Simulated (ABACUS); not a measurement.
# Te (P3_121) in ABACUS: reference runs

Aim: a first look at Te with PBEsol, on the cell as given and on a disturbed one.

Program: ABACUS 3.10.1. These are calculated values, not measurements. Logs are shortened: lines on timing, memory, paths and dates and some standing lists are left out, and cuts for length are marked.

## Step 1: The structure

The structure is trigonal, space group P3_121 (No. 152). The conventional cell has a = 4.454 Å, b = 4.454 Å, c = 5.924 Å, α = 90.00°, β = 90.00°, γ = 120.00°. Around Te (site symmetry 2) lie 2 Te at 2.86 Å.

## Step 2: Single point, PBEsol

INPUT reads:

```
INPUT_PARAMETERS
suffix              Te
calculation         scf
basis_type          pw
pseudo_dir          ./
symmetry            1
dft_functional      pbesol
ecutwfc             83
pseudo_rcut         7
nspin               1
nbands              29
ks_solver           dav
smearing_method     fd
smearing_sigma      0.00367493
scf_thr             1e-08
scf_nmax            100
mixing_type         broyden
mixing_beta         0.7
cal_force           1
cal_stress          1
kpar                4
```

STRU reads:

```
ATOMIC_SPECIES
Te 127.6000 Te.upf

LATTICE_CONSTANT
1.8897261246

LATTICE_VECTORS
4.4540000000 0.0000000000 0.0000000000
-2.2270000000 3.8572771485 0.0000000000
0.0000000000 0.0000000000 5.9240000000

ATOMIC_POSITIONS
Direct

Te
0.0
3
0.7310000000 0.7310000000 0.0000000000 1 1 1
0.0000000000 0.2690000000 0.6666666667 1 1 1
0.2690000000 0.0000000000 0.3333333333 1 1 1
```

KPT reads:

```
K_POINTS
0
Gamma
7 7 5 0 0 0
```

Potentials or basis: PseudoDojo NC SR 0.4.1 PBEsol standard, plane waves.

Started as:

```sh
OMP_NUM_THREADS=1 mpirun -np 4 abacus > log
```

running log:

```text
ABACUS v3.10.1

               Atomic-orbital Based Ab-initio Computation at UStc

 ------------------------------------------------------------------------------------

 READING GENERAL INFORMATION
                           global_out_dir = OUT.Te/
                           global_in_card = INPUT
                               pseudo_dir = ./
                              orbital_dir =
                                    DSIZE = 4
                                    GSIZE = 1

 READING UNITCELL INFORMATION
                                    ntype = 1
                  lattice constant (Bohr) = 1.88973
              lattice constant (Angstrom) = 1

 READING ATOM TYPE 1
                               atom label = Te
                      L=0, number of zeta = 1
                      L=1, number of zeta = 1
                      L=2, number of zeta = 1
             number of atom for this type = 3

                        TOTAL ATOM NUMBER = 3
DIRECT COORDINATES
    atom                   x                   y                   z     mag                  vx                  vy                  vz
taud_Te1            0.7310000000        0.7310000000        0.0000000000  0.0000        0.0000000000        0.0000000000        0.0000000000
taud_Te2            0.0000000000        0.2690000000        0.6666666667  0.0000        0.0000000000        0.0000000000        0.0000000000
taud_Te3            0.2690000000        0.0000000000        0.3333333333  0.0000        0.0000000000        0.0000000000        0.0000000000

                          Volume (Bohr^3) = 686.82
                             Volume (A^3) = 101.776

 Lattice vectors: (Cartesian coordinate: in unit of a_0)
               +4.454                  +0                  +0
               -2.227            +3.85728                  +0
                   +0                  +0              +5.924
 Reciprocal vectors: (Cartesian coordinate: in unit of 2 pi/a_0)
            +0.224517           +0.129625                  -0
                   -0            +0.25925                  -0
                   +0                  -0           +0.168805
 The esolver type has been set to : ksdft_pw

                PAO radial cut off (Bohr) = 7

 Read in pseudopotential file is Te.upf
                     pseudopotential type = NC
          exchange-correlation functional = PBESOL
                 nonlocal core correction = 1
                        valence electrons = 16
                                     lmax = 2
                           number of zeta = 3
[... 5 lines left out ...]
                           L of projector = 2
                           L of projector = 2
     initial pseudo atomic orbital number = 27

 SETUP THE ELECTRONS NUMBER
            electron number of element Te = 16
      total electron number of element Te = 48
            AUTOSET number of electrons:  = 48
                           occupied bands = 24
                                   NBANDS = 29
                                   NLOCAL = 27

%%%%%%%%%%%%%%%%%%%%%%%%%%%%%%%%%%%%%%%%%%%%%%%%%%%%%%%%%%%%%%%%%%%%%%%%%%%%%%%%%%%%%%%%%%%%%%%%%%%%%%%%%%
 Warning: the number of valence electrons in pseudopotential > 6 for Te: [Kr] 4d10 5s2 5p4
 Pseudopotentials with additional electrons can yield (more) accurate outcomes, but may be less efficient.
 If you're confident that your chosen pseudopotential is appropriate, you can safely ignore this warning.
%%%%%%%%%%%%%%%%%%%%%%%%%%%%%%%%%%%%%%%%%%%%%%%%%%%%%%%%%%%%%%%%%%%%%%%%%%%%%%%%%%%%%%%%%%%%%%%%%%%%%%%%%%

 SETUP THE PLANE WAVE BASIS
 energy cutoff for charge/potential (unit:Ry) = 332
            fft grid for charge/potential = [ 50, 50, 72 ]
                        fft grid division = [ 1, 1, 1 ]
        big fft grid for charge/potential = [ 50, 50, 72 ]
                                     nbxx = 180000
                                     nrxx = 180000

 SETUP PLANE WAVES FOR CHARGE/POTENTIAL
                    number of plane waves = 70283
                         number of sticks = 1627

 PARALLEL PW FOR CHARGE/POTENTIAL
     PROC   COLUMNS(POT)             PW
        1           1627          70283
 --------------- sum -------------------
        1           1627          70283
                            number of |g| = 3093
                                  max |g| = 30.0162
                                  min |g| = 0

----------- Double Check Mixing Parameters Begin ------------
mixing_type: broyden
mixing_beta: 0.7
mixing_gg0: 1
mixing_gg0_min: 0.1
mixing_ndim: 8
----------- Double Check Mixing Parameters End ------------

 LATTICE VECTORS: (CARTESIAN COORDINATE: IN UNIT OF A0)
               +4.454                  +0                  +0
               -2.227            +3.85728                  +0
[... 27 lines left out ...]
                                       S1 = 0
                                       S3 = 0
                                       S4 = 0
                                       S6 = 0
                              POINT GROUP = C_2
                                       C2 = 3
                                       C3 = 2
                                       C4 = 0
                                       C6 = 0
                                       S1 = 0
                                       S3 = 0
                                       S4 = 0
                                       S6 = 0
               POINT GROUP IN SPACE GROUP = D_3

 SETUP K-POINTS
                                    nspin = 1
                   Input type of k points = Monkhorst-Pack(Gamma)
                                   nkstot = 245
                       right hand lattice = 1
(for reciprocal lattice: )
                             BRAVAIS TYPE = 4
                     BRAVAIS LATTICE NAME = 04. Hexagonal cell
                                    ibrav = 4
                       right hand lattice = 1
(for k-lattice: )
                             BRAVAIS TYPE = 4
                     BRAVAIS LATTICE NAME = 04. Hexagonal cell
                                    ibrav = 4
                       right hand lattice = 1
                        ROTATION MATRICES = 24
                               nkstot_ibz = 32
K-POINTS REDUCTION ACCORDING TO SYMMETRY
     IBZ    DIRECT_X    DIRECT_Y    DIRECT_Z  WEIGHT  ibz2bz
       1  0.00000000  0.00000000  0.00000000  0.0041       0
       2 -0.14285714  0.14285714  0.00000000  0.0245       1
       3 -0.28571429  0.28571429  0.00000000  0.0245       2
       4 -0.42857143  0.42857143  0.00000000  0.0245       3
       5 -0.14285714  0.28571429  0.00000000  0.0245       8
       6 -0.28571429  0.42857143  0.00000000  0.0490       9
[... 22 lines left out ...]
      29 -0.28571429  0.42857143  0.40000000  0.0490     107
      30  0.42857143  0.42857143  0.40000000  0.0490     108
[... 2 further k points ...]

                               nkstot now = 32
[... K-POINTS DIRECT COORDINATES: 32 rows ...]

           k-point number in this process = 8
       minimum distributed K point number = 8
[... stars of the k points ...]

[... K-POINTS CARTESIAN COORDINATES: 8 rows ...]

[... K-POINTS DIRECT COORDINATES: 8 rows ...]

 SETUP PLANE WAVES FOR WAVE FUNCTIONS
     energy cutoff for wavefunc (unit:Ry) = 83
              fft grid for wave functions = [ 50, 50, 72 ]
                    number of plane waves = 10793
                         number of sticks = 463

 PARALLEL PW FOR WAVE FUNCTIONS
     PROC   COLUMNS(POT)             PW
        1            463          10793
 --------------- sum -------------------
        1            463          10793

 SETUP NONLOCAL PSEUDOPOTENTIALS IN PLANE WAVE BASIS
 Te non-local projectors:
 projector 1 L=0
 projector 2 L=0
 projector 3 L=1
 projector 4 L=1
 projector 5 L=2
 projector 6 L=2
      TOTAL NUMBER OF NONLOCAL PROJECTORS = 54

 Init Non-Local PseudoPotential table :
 Init Non-Local-Pseudopotential done.

                                     npwx = 8786

 Make real space PAO into reciprocal space.
       max mesh points in Pseudopotential = 701
     dq(describe PAO in reciprocal space) = 0.01
                                    max q = 1098

 number of pseudo atomic orbitals for Te is 3
WARNING: norm of atomic wavefunction # 2 of atomic type Te is 0.999977, renormalized
WARNING: norm of atomic wavefunction # 3 of atomic type Te is 0.99875, renormalized

 -------------------------------------------
[... 5 lines left out ...]

 Notice: Threshold on eigenvalues was too large.
 hsover_error=0.48 > DRHO=0.016016
 Origin diag ethr = 0.01
 New diag ethr = 3.33667e-05

 Density error is 0.0156096316322
                          Error Threshold = 3.33666843688e-05
----------------------------------------------------------
     Energy           Rydberg                 eV
----------------------------------------------------------
 E_KohnSham     -628.0708160326      -8545.3418455525
 E_Harris       -629.0003799828      -8557.9892119308
 E_Fermi        0.6694944535         9.1089393466
----------------------------------------------------------
[... 51 lines left out ...]
 Density error is 3.0308546536e-09
                          Error Threshold = 8.2931232658e-11
----------------------------------------------------------
     Energy           Rydberg                 eV
----------------------------------------------------------
 E_KohnSham     -628.0723496845      -8545.3627119575
 E_KS(sigma->0) -628.0723452208      -8545.3626512256
 E_Harris       -628.0720301875      -8545.3583649777
 E_band         -58.0534549131       -789.8577754045
 E_one_elec     -289.9660653608      -3945.1907155478
 E_Hartree      160.9190416296       2189.4158828621
 E_xc           -146.2102063372      -1989.2919119418
 E_Ewald        -352.8151106886      -4800.2958458662
 E_entropy(-TS) -0.0000089274        -0.0001214637
 E_descf        0.0000000000         0.0000000000
 E_exx          0.0000000000         0.0000000000
 E_Fermi        0.6668940119         9.0735585246
----------------------------------------------------------

 charge density convergence is achieved
 final etot is -8545.362712 eV
 EFERMI = 9.0735585246 eV

 STATE ENERGY(eV) AND OCCUPATIONS    NSPIN == 1
 1/8 kpoint (Cartesian) = 0.0000 0.0000 0.0000 (8757 pws)
       1       -28.4191     0.00816327
       2       -28.4191     0.00816327
       3       -28.3718     0.00816327
       4       -28.3681     0.00816327
       5       -28.3681     0.00816327
       6       -28.2973     0.00816327
[... 176 lines left out ...]
      28        12.6042    2.11154e-32
      29        14.1086    1.80877e-45

[... levels at 2 further k points ...]

------------------------------------------------------------------------------------------
 TOTAL-FORCE (eV/Angstrom)
------------------------------------------------------------------------------------------
                       Te1        -0.0758527852        -0.1313808779         0.0000000000
                       Te2        -0.0758527852         0.1313808779         0.0000000000
                       Te3         0.1517055704         0.0000000000         0.0000000000
------------------------------------------------------------------------------------------

----------------------------------------------------------------
 TOTAL-STRESS (KBAR)
----------------------------------------------------------------
        -9.3574648842        -0.0000000000         0.0000000000
         0.0000000000        -9.3574648840        -0.0000000000
         0.0000000000         0.0000000000        -5.9369398855
----------------------------------------------------------------
 TOTAL-PRESSURE: -8.217290 KBAR

 --------------------------------------------
 !FINAL_ETOT_IS -8545.3627119574684912 eV
 --------------------------------------------
```

It took 21 s on 4 MPI ranks of Intel Xeon 6975P-C (Granite Rapids), shared host; peak memory 0.72 GiB.

What came out:

```
Free energy            : -8545.3627 eV
Pressure               : -0.8 GPa
Largest force          : 0.152 eV/Å
Band gap on the k mesh : 0.58 eV, indirect (least direct gap 0.76 eV)
```

Forces in eV/Å, atoms in the order of the input:
```
Te  -0.076 -0.131  0.000
Te  -0.076  0.131  0.000
Te   0.152  0.000  0.000
```

Stress tensor (GPa, compression positive):
```
-0.94  0.00  0.00
 0.00 -0.94  0.00
 0.00  0.00 -0.59
```

Caveat: spin-orbit coupling is left out, which moves the levels of the heavy elements; an odd mesh through Γ misses points on the zone boundary, where band edges often lie.

## Step 3: Single point, PBEsol (atoms moved at random, drawn with an rms of 0.05 Å)

INPUT is that of step 2.

STRU reads:

```
ATOMIC_SPECIES
Te 127.6000 Te.upf

LATTICE_CONSTANT
1.8897261246

LATTICE_VECTORS
4.4540000000 0.0000000000 0.0000000000
-2.2270000000 3.8572771485 0.0000000000
0.0000000000 0.0000000000 5.9240000000

ATOMIC_POSITIONS
Direct

Te
0.0
3
0.7263560000 0.7262820000 -0.0009900000 1 1 1
0.0065170000 0.2784260000 0.6737860000 1 1 1
0.2737860000 0.0109860000 0.3330490000 1 1 1
```

KPT is that of step 2.

Potentials or basis: PseudoDojo NC SR 0.4.1 PBEsol standard, plane waves.

Started as:

```sh
OMP_NUM_THREADS=1 mpirun -np 4 abacus > log
```

running log:

```text
ABACUS v3.10.1

               Atomic-orbital Based Ab-initio Computation at UStc

 ------------------------------------------------------------------------------------

 READING GENERAL INFORMATION
                           global_out_dir = OUT.Te/
                           global_in_card = INPUT
                               pseudo_dir = ./
                              orbital_dir =
                                    DSIZE = 4
                                    GSIZE = 1

 READING UNITCELL INFORMATION
                                    ntype = 1
                  lattice constant (Bohr) = 1.88973
              lattice constant (Angstrom) = 1

 READING ATOM TYPE 1
[... 332 lines left out ...]

 STATE ENERGY(eV) AND OCCUPATIONS    NSPIN == 1
 1/31 kpoint (Cartesian) = 0.0000 0.0000 0.0000 (8757 pws)
       1       -28.4386     0.00816327
       2       -28.4141     0.00816327
       3       -28.3880     0.00816327
       4       -28.3708     0.00816327
       5       -28.3215     0.00816327
       6       -28.2844     0.00816327
[... 176 lines left out ...]
      28        13.1616    2.78363e-38
      29        13.3127    1.35408e-39

[... levels at 25 further k points ...]

------------------------------------------------------------------------------------------
 TOTAL-FORCE (eV/Angstrom)
------------------------------------------------------------------------------------------
                       Te1        -0.0293234532         0.0021745342         0.1254774364
                       Te2        -0.0664267934         0.0598283268        -0.1822354702
                       Te3         0.0957502466        -0.0620028610         0.0567580338
------------------------------------------------------------------------------------------

----------------------------------------------------------------
 TOTAL-STRESS (KBAR)
----------------------------------------------------------------
       -12.1864491010        -1.0542631603        -0.3828744845
        -1.0542631603       -12.6549779987        -1.4805632043
        -0.3828744845        -1.4805632043        -9.7661811690
----------------------------------------------------------------
 TOTAL-PRESSURE: -11.535869 KBAR

 --------------------------------------------
 !FINAL_ETOT_IS -8545.3613657827809220 eV
 --------------------------------------------
```

stdout:

```text
ABACUS v3.10.1

               Atomic-orbital Based Ab-initio Computation at UStc

%%%%%%%%%%%%%%%%%%%%%%%%%%%%%%%%%%%%%%%%%%%%%%%%%%%%%%%%%%%%%%%%%%%%%%%%%%%%%%%%%%%%%%%%%%%%%%%%%%%%%%%%%
 Warning: the number of valence electrons in pseudopotential > 6 for Te: [Kr] 4d10 5s2 5p4
[... 33 lines left out ...]
 TOTAL-STRESS (KBAR)
----------------------------------------------------------------
       -12.1864491010        -1.0542631603        -0.3828744845
        -1.0542631603       -12.6549779987        -1.4805632043
        -0.3828744845        -1.4805632043        -9.7661811690
----------------------------------------------------------------
 TOTAL-PRESSURE: -11.535869 KBAR
```

Wall time 96 s (4 MPI ranks of Intel Xeon 6975P-C (Granite Rapids), shared host); peak memory 1.1 GiB.

What came out:

```
Free energy            : -8545.3614 eV
Pressure               : -1.2 GPa
Largest force          : 0.203 eV/Å
Band gap on the k mesh : 0.44 eV, indirect (least direct gap 0.68 eV)
```

Forces in eV/Å, atoms in the order of the input:
```
Te  -0.029  0.002  0.125
Te  -0.066  0.060 -0.182
Te   0.096 -0.062  0.057
```

Levels at points of the mesh, in eV from the valence-band top:
| k point | band 20 | band 21 | band 22 | band 23 | band 24 | band 25 | band 26 | band 27 | band 28 | band 29 |
| --- | --- | --- | --- | --- | --- | --- | --- | --- | --- | --- |
| (0.00, 0.00, 0.00) | -2.65 | -2.54 | -1.62 | -1.53 | -0.78 | 1.07 | 1.15 | 1.69 | 5.07 | 5.11 |

Caveat: spin-orbit coupling is left out, which moves the levels of the heavy elements; an odd mesh through Γ misses points on the zone boundary, where band edges often lie.
